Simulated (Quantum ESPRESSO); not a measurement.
Crystal: NbAs.

```
Nb As
1.0
    -1.72585    1.72585    5.84000
     1.72585   -1.72585    5.84000
     1.72585    1.72585   -5.84000
Nb As
2 2
Direct
  0.50000 0.00000 0.50000
  0.75000 0.75000 0.00000
  0.91600 0.41600 0.50000
  0.16600 0.16600 0.00000
```

Base run:

| Quantity | Value |
| --- | --- |
| Program | Quantum ESPRESSO 7.5 |
| Functional | PBEsol |
| Potentials or basis | GBRV 1.5 PBEsol |
| Cutoff | 612 eV |
| Density cutoff | 4898 eV |
| k mesh | 11 × 11 × 11 |
| Occupations | fermi-dirac, width 0.05 eV |
| Spin | no spin polarisation |

Its results: band gap on the k mesh none (metal or under the smearing width); pressure -1.9 GPa; largest force 0.290 eV/Å.

Question: The run is repeated on the same cell with these changes: functional from PBEsol to LDA; potentials or basis from GBRV 1.5 PBEsol to GBRV 1.5 LDA. What comes out?

Answer: Band gap on the k mesh none (metal or under the smearing width); pressure -5.0 GPa; largest force 0.278 eV/Å.

Caveats: some levels on the path didn't converge (some runs).
